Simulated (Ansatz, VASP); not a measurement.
## TaO2: VASP beside Ansatz

One calculation is typed for both programs; each brings its own data sets. How far apart do they land? Of the first pair: The structure shown is the start of the Ansatz relaxation below; VASP solves that cell, so the two are compared at the walk's first step.

Main program and level: Ansatz 0.2.0; plane waves, with VASP 6.6.1 beside it; revPBE.

## (1) Set-up

The cell holds 3 atoms: 1 Ta and 2 O. Its edges and angles: a = 7.073 Å, b = 2.676 Å, c = 30.873 Å, α = 90.0°, β = 90.0°, γ = 19.2°. Vacuum lies along c. The height across the vacuum is the one that the program set for its solve, not the one typed.

Coordinates:

```cif
data_structure
_symmetry_space_group_name_H-M 'P 1'
_symmetry_Int_Tables_number 1
_cell_length_a 7.0734
_cell_length_b 2.6760
_cell_length_c 30.8732
_cell_angle_alpha 90.000
_cell_angle_beta 90.000
_cell_angle_gamma 19.168
_cell_volume 191.87
loop_
_atom_site_label
_atom_site_type_symbol
_atom_site_fract_x
_atom_site_fract_y
_atom_site_fract_z
_atom_site_occupancy
Ta1 Ta 0.00000 0.00000 0.32938 1
O2 O 0.65800 0.34200 0.27210 1
O3 O 0.65800 0.34200 0.38666 1
```

## (2) Ansatz: relaxation, revPBE

Ansatz runs on its default PAW (the set named soft_2) files.

The two programs are compared at the cell with which this relaxation starts, whose forces are those of its first step.

input.yaml

```yaml
crystal:
  lattice:
    - [7.0733560581, 2.02e-08, 0.0]
    - [2.5276106254, 0.8786253362, 0.0]
    - [0.0, 0.0, 20.338]
  atoms:
    - { symbol: Ta, position: [0.0, 0.0, 0.5] }
    - { symbol: O, position: [0.658, 0.342, 0.4130541] }
    - { symbol: O, position: [0.658, 0.342, 0.5869459] }
  periodic: [true, true, false]
kpoints:
  mp_grid: { grid: [24, 24, 1] }
scf:
  occupations: { method: fermi_dirac, width: 0.05 }
hamiltonian:
  xc: revpbe
output:
  forces: true
  stress: true
relax:
  f_tol: 0.02
  max_steps: 50
  cell: {}
```

Command:

```
$ ansatz run input.yaml --threads 1 --pin off --max-ram 4096MiB --backend cpu --events-out ev --progress --plain --runs-dir out
```

Numbers of over 12 decimals in the logs are rounded to 6 here.

The log of the run:

```text
Warning: crystal.periodic: the lattice vector that does not repeat stood 0.000° off the slab's normal, 20.338 Å along it as the deck builds it. The run solves the slab on a vector along the normal, 30.873 Å long, with every atom where it was (on the deck's vector they left 16.80 Å outside them, and the widest stretch free of ions among them is 1.77 Å). A fractional position that the run reports is one of the run's ce [...]
crystal.periodic: the lattice vector that does not repeat stood 0.000° off the slab's normal, 20.338 Å along it as the deck builds it. The run solves the slab on a vector along the normal, 30.873 Å long, with every atom where it was (on the deck's vector they left 16.80 Å outside them, and the widest stretch free of ions among them is 1.77 Å). A fractional position that the run reports is one of the run's cell, which [...]
basis.fft_grid_basis auto: the FFT boxes are laid along the combinations [[1, -2, 0], [0, 1, 0], [0, 0, 1]] of the cell's own vectors, 2.676, 2.676 and 30.873 Å long. The dense box has 24×18×216 points. Along the cell's own vectors, as sized, it would have 48×18×216, 2.00 times as many. basis.fft_grid_basis: typed keeps the cell's own vectors: state it where this run's energies or levels are differenced outside the engine with another run's, or held beside a run that keeps those vectors.
Engine: ansatz 0.2.0, aarch64-unknown-linux-gnu
Pseudopotentials: kind: paw
Pseudopotential: Ta, paw, valence charge 13, recommended cutoff 420 eV (normal), Ta.paw.azcp
Pseudopotential: O, paw, valence charge 6, recommended cutoff 420 eV (normal), O.paw.azcp
Functional definition: revPBE
  parameter kappa = 1.245
  parameter beta = 0.066725
  exchange = pbe_x(kappa = kappa, mu = beta*pi^2/3)
  correlation = pbe_c(beta = beta)
Crystal: 3 atoms, lattice volume = 191.872 Å³
Basis set: ecut = 420 eV, 3813 PW (Γ), FFT grids on a1−2a2, a2, a3, exchange–correlation on 48×36×432 points (8 copies of the dense FFT grid, shifted against one another)
Bands: 17, of which v1, the nominal top of the filled ones, is band 13 counted from 1 (12 counted from 0)
Symmetry: 4 space group operations
Space group: Amm2 (ITA 38), of the structure as read, at distance tolerance 5.8e-5 Å
k-points: 157 of 576 (time reversal used)
Non-local potential: Ta, projectors of the file, l = 0: 3, l = 1: 2, l = 2: 2, l = 3: 1
Non-local potential: O, projectors of the file, l = 0: 2, l = 1: 2, l = 2: 1
PAW form: soft (Blöchl's): semilocal exchange-correlation on the pseudo side does not see the compensation charge
PAW frozen core: Ta, regenerated for the run's functional, and the local potential with it (the file was generated under x = pbe(κ = 0.804, μ = 0.219515), c = pbe(β = 0.066725))
PAW frozen core: O, regenerated for the run's functional, and the local potential with it (the file was generated under x = pbe(κ = 0.804, μ = 0.219515), c = pbe(β = 0.066725))
[...]
SCF 13 converged in 4 iterations: F = -11080.608307 eV  dr2 = 1.81e-7
relax step  13: F+E_penalty+E_count = -11080.60830658 eV  Δ(F+E_penalty+E_count) = -2.601e-3 eV  max|allowed force component| = 4.310e-2 eV/Å  Δτ_max = 0.0103 Å  P = +0.103 N/m  Ω = 238.272 Å³  energy of the carried Pulay correction = -2.194e-3 eV  fix = [c, alpha, beta]  reactions: c +0.000 N/m  (4 SCF iters, dr2 threshold 3.00e-7 eV, accepted)
[...]
relax step  14: F+E_penalty+E_count = -11080.60834492 eV  Δ(F+E_penalty+E_count) = -3.834e-5 eV  max|allowed force component| = 6.478e-3 eV/Å  Δτ_max = 0.0025 Å  P = +0.015 N/m  Ω = 238.392 Å³  energy of the carried Pulay correction = -2.275e-3 eV  fix = [c, alpha, beta]  reactions: c +0.000 N/m  (4 SCF iters, dr2 threshold 1.16e-7 eV, accepted)
[...]
relax step  15: F+E_penalty+E_count = -11080.61071066 eV  Δ(F+E_penalty+E_count) = -2.366e-3 eV  max|allowed force component| = 6.290e-3 eV/Å  Δτ_max = 0.0000 Å  P = +0.037 N/m  Ω = 238.392 Å³  fix = [c, alpha, beta]  reactions: c +0.000 N/m  stress off target by 6.26e-2 N/m on what of the cell is left free  SCF on the basis re-selected at this cell (its energy is not comparable with the rows above)  (6 SCF iters)
[...]
relax step  16: F+E_penalty+E_count = -11080.61067987 eV  Δ(F+E_penalty+E_count) = +3.079e-5 eV  max|allowed force component| = 6.119e-5 eV/Å  Δτ_max = 0.0004 Å  P = +0.000 N/m  Ω = 238.456 Å³  energy of the carried Pulay correction = -3.738e-5 eV  fix = [c, alpha, beta]  reactions: c -0.000 N/m  (3 SCF iters, dr2 threshold 5.34e-9 eV, accepted)
[...]
relax step  17: F+E_penalty+E_count = -11080.61071938 eV  Δ(F+E_penalty+E_count) = -3.951e-5 eV  max|allowed force component| = 3.407e-5 eV/Å  Δτ_max = 0.0000 Å  P = +0.001 N/m  Ω = 238.456 Å³  fix = [c, alpha, beta]  reactions: c -0.000 N/m  stress off target by 6.17e-3 N/m on what of the cell is left free  SCF on the basis re-selected at this cell (its energy is not comparable with the rows above)  (5 SCF iters)
basis re-selected at this cell: Δ(F+E_penalty+E_count) = -3.951e-5 eV, ΔP = +0.000 N/m vs the last step (what re-selecting the basis moved, of the pressure what is left beyond the Pulay correction that the steps carried, after the strain that the cell walked since its last selection, with what the two solves' SCF thresholds leave and, on support functions, any second-order correction that the steps lacked; it is no m [...]
SCF converged after 5 iterations
Free energy (F): -11080.610719 eV
Harris-Foulkes:  -11080.610719 eV  (|F-HF|=1.27e-11)
Internal energy: -11080.593623 eV  (E = F + TS)
E sigma→0 (E₀):  -11080.602171 eV
Entropy (-TS):   -0.017096 eV (-5.699 meV/atom)
Fermi energy:    -6.681129 eV
--- Per-component energies (eV) ---
  E_band       = -642.163575
  E_kinetic    = 714.889516
  E_local      = -49774.294987  (includes V_loc(G=0)·N_el)
  E_nonlocal   = 107.878477
  E_hartree    = 24441.796663
  E_xc         = -366.329961
  E_vxc        = -391.776342  (∫ρ·V_xc dr)
  E_paw        = -8722.956225  (= ΣΔE_a)
  E_vpaw       = -182.458621  (= ΣTr[D̂ρ^β])
  E_aug_tail   = 0.005059  (compensation charges beyond the density's cutoff)
  E_ewald      = 22518.468054
  E_core_change = -0.050218  (= ΣΔE_core)
  E_smearing   = -0.017096  (= −TS)
  E_closure    = 0.000000  (closes the sum)
  Σ components = -11080.610719   (vs F -11080.610719, Δ=0.00e0)
--- Forces (eV/Å), atoms counted from 1 ---
  atom   1  Ta     0.00001927    -0.00000373     0.00000000
  atom   2  O     -0.00000995     0.00000192    -0.00003407
  atom   3  O     -0.00000995     0.00000192     0.00003407
  max |Σ_I F_I| component: 6.24e-7 eV/Å
--- 2D stress c σ (N/m, compression-positive) ---
        0.005784      -0.002011       0.000000
       -0.002011      -0.004231       0.000000
        0.000000       0.000000      -0.000000
  P = ½ c Tr σ = 0.0008 N/m
--- Relaxed structure (14 steps of the walk, 14 accepted, 3 SCFs on fresh bases) ---
  F+E_penalty+E_count = -11080.61071938 eV   max|allowed force component| = 3.407e-5 eV/Å   (the final SCF, on the basis selected at the relaxed cell)
  cell:  # Å, volume = 238.4557 Å³
    - [7.860944, 0.00983847, 0]
    - [2.810271, 0.986059, 0]
    - [0, 0, 30.873223]
  atoms:
    - { symbol: Ta, position: [0.00331725, -0.00331725, 0.329379] }
    - { symbol: O, position: [0.656341, 0.343659, 0.290825] }
    - { symbol: O, position: [0.656341, 0.343659, 0.367933] }
```

Reading the cycles: dr2 is the Hartree energy of the density residual (eV), the measure of convergence; HF is the Harris–Foulkes estimate of the energy, which meets the free energy F at convergence.

## (3) VASP: single point, revPBE, start cell, pair 1

The same cell, functional, mesh and smearing now go to VASP, with its own data sets.

Lines of VASP's logs that name or quote its potential files are left out, and so is its time.

INCAR

```
SYSTEM = TaO2
PREC = Accurate
ENCUT = 520
EDIFF = 1E-06
NELM = 120
ISMEAR = -1
SIGMA = 0.05
LREAL = .FALSE.
ALGO = Normal
GGA = RE
NBANDS = 17
LASPH = .TRUE.
LORBIT = 11
LWAVE = .FALSE.
LCHARG = .FALSE.
ISIF = 2
LDIPOL = .TRUE.
IDIPOL = 3
DIPOL = 0.5 0.5 0.329
LVHAR = .TRUE.
GGA_COMPAT = .FALSE.
NELMDL = -8
KPAR = 2
```

POSCAR

```
TaO2
1.0
    7.0733560000      0.0000000000      0.0000000000
    2.5276110000      0.8786250000      0.0000000000
    0.0000000000      0.0000000000     30.8732230000
Ta O
1 2
Direct
    0.0000000000      0.0000000000      0.3293792812
    0.6579998686      0.3420002845      0.2721029159
    0.6579998686      0.3420002845      0.3866556465
```

KPOINTS

```
Automatic mesh
0
Gamma
24 24 1
0 0 0
```

Potentials, in the order of the species: Ta_pv and O (PBE family, release 64).

Command:

```
$ mpirun -np 2 vasp_std
```

The log of the run:

```text
[banner, memory and clock lines left out]
running    2 mpi-ranks, on    1 nodes
 distrk:  each k-point on    1 cores,    2 groups
 distr:  one band on    1 cores,    1 groups

 POSCAR found type information on POSCAR TaO
 POSCAR found :  2 types and       3 ions
|                                                                             |
|               ----> ADVICE to this user running VASP <----                  |
|                                                                             |
|     You enforced a specific xc type in the INCAR file but a different       |
|     [... a line on the potential file left out ...]
|     I HOPE YOU KNOW WHAT YOU ARE DOING!                                     |
|                                                                             |

 LDA part: xc-table for (Slater+PW92), standard interpolation
 POSCAR, INCAR and KPOINTS ok, starting setup
 FFT: planning ... GRIDC
 FFT: planning ... GRID_SOFT
 FFT: planning ... GRID
 WAVECAR not read
 entering main loop
       N       E                     dE             d eps       ncg     rms          rms(c)
DAV:   1     0.169032829823E+03    0.16903E+03   -0.11107E+04  6618   0.102E+03
DAV:   2    -0.837134945894E+01   -0.17740E+03   -0.17178E+03  7718   0.243E+02
DAV:   3    -0.258323182250E+02   -0.17461E+02   -0.17142E+02  7228   0.817E+01
DAV:   4    -0.260528493951E+02   -0.22053E+00   -0.21991E+00  6747   0.103E+01
DAV:   5    -0.260553473147E+02   -0.24979E-02   -0.24908E-02  7240   0.107E+00
DAV:   6    -0.260553958589E+02   -0.48544E-04   -0.48500E-04  6840   0.145E-01
DAV:   7    -0.260553972206E+02   -0.13617E-05   -0.13611E-05  7258   0.213E-02
DAV:   8    -0.260553972571E+02   -0.36516E-07   -0.36003E-07  5497   0.378E-03    0.192E+01
DAV:   9    -0.292463115502E+02   -0.31909E+01   -0.11082E+02  5888   0.437E+01    0.202E+01
DAV:  10    -0.226219264146E+02    0.66244E+01   -0.50271E+01  6096   0.344E+01    0.879E+00
DAV:  11    -0.224131211461E+02    0.20881E+00   -0.90185E+00  5913   0.150E+01    0.387E+00
DAV:  12    -0.221120363967E+02    0.30108E+00   -0.91297E-01  5831   0.524E+00    0.756E-01
DAV:  13    -0.221050520753E+02    0.69843E-02   -0.30821E-02  6618   0.122E+00    0.444E-01
DAV:  14    -0.221019795915E+02    0.30725E-02   -0.62772E-03  6569   0.514E-01    0.240E-01
[...]
DAV:  20    -0.221008259397E+02   -0.23680E-04   -0.43789E-06  4827   0.117E-02    0.356E-03
DAV:  21    -0.221008555465E+02   -0.29607E-04   -0.21862E-06  5174   0.663E-03    0.329E-03
DAV:  22    -0.221008636129E+02   -0.80664E-05   -0.21986E-07  4702   0.240E-03    0.188E-03
DAV:  23    -0.221008713019E+02   -0.76890E-05   -0.59685E-07  4901   0.409E-03    0.102E-03
DAV:  24    -0.221008754764E+02   -0.41745E-05   -0.96809E-08  3568   0.153E-03    0.438E-04
DAV:  25    -0.221008773049E+02   -0.18285E-05   -0.56228E-08  3256   0.875E-04    0.775E-05
DAV:  26    -0.221008783934E+02   -0.10884E-05   -0.41541E-08  3594   0.632E-04    0.787E-05
DAV:  27    -0.221008788865E+02   -0.49317E-06   -0.16797E-08  3135   0.414E-04
   1 F= -.22100879E+02 E0= -.22078801E+02  d E =-.441561E-01
```

(Part 1 of 2 ends here.)

[Lines on the potential files, build, host, timing and source positions are cut from VASP's logs without a mark.]

[Logs are printed without paths, hosts, clocks, repeated set-up lines and the standing remarks that a program may print on its own settings, such as how far it seeks lower states.]

[Hosts, paths, dates, database ids (printed as entryN), source tags and the programs' standing remarks are cut or masked in the printed files.]
